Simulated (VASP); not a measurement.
A run of VASP 6.6.1:

The input POSCAR:

```
KTaO3                                   
1.0
    3.9883000000      0.0000000000      0.0000000000
    0.0000000000      3.9883000000      0.0000000000
    0.0000000000      0.0000000000      3.9883000000
  K               Ta              O             
     1     1     3
Direct
     0.5000000000000000    0.5000000000000000    0.5000000000000000
     0.0000000000000000    0.0000000000000000    0.0000000000000000
     0.5000000000000000    0.0000000000000000    0.0000000000000000
     0.0000000000000000    0.5000000000000000    0.0000000000000000
     0.0000000000000000    0.0000000000000000    0.5000000000000000
```

INCAR.step1

```
SYSTEM = KTaO3
  PREC = Accurate
  ENCUT = 520
  ISMEAR = -1
  SIGMA = 0.02
  LREAL = .FALSE.
  LASPH = .TRUE.
  NELM = 80
  ALGO = Normal
  ISIF = 2
  LWAVE = .TRUE.
  LCHARG = .FALSE.
  GGA = PE
  EDIFF = 1E-5
```

File INCAR.step2:

```
SYSTEM = KTaO3
  PREC = Accurate
  ENCUT = 520
  EDIFF = 1E-7
  ISMEAR = -1
  SIGMA = 0.02
  LREAL = .FALSE.
  LASPH = .TRUE.
  NELM = 80
  ALGO = Normal
  ISIF = 2
  LWAVE = .FALSE.
  LCHARG = .FALSE.
  GGA = PE
  LHFCALC = .TRUE.
  HFSCREEN = 0.2
  PRECFOCK = Normal
  LEFG = .TRUE.
  ISTART = 1
```

File KPOINTS:

```
regular mesh
0
G
  4 4 4
  0 0 0
```

Potentials or basis: VASP PAW PBE potentials, release 64 (K_sv, Ta_pv, O).

Run with:

```bash
$ cat potpaw_PBE.64/K_sv/POTCAR potpaw_PBE.64/Ta_pv/POTCAR potpaw_PBE.64/O/POTCAR > POTCAR
$ cp INCAR.step1 INCAR
$ mpirun -np 1 vasp_std > vasp.out
$ cp INCAR.step2 INCAR
$ mpirun -np 1 vasp_std > vasp.out
```

Hardware: 1 thread of Intel(R) Xeon(R) Platinum 8488C (Sapphire Rapids), with other jobs on the host.

Estimate the wall time of this run.

Wall time 26 min on 1 thread of Intel(R) Xeon(R) Platinum 8488C (Sapphire Rapids), on a shared host, peak memory 0.29 GiB. Counts: scf iterations 11, k points 10.
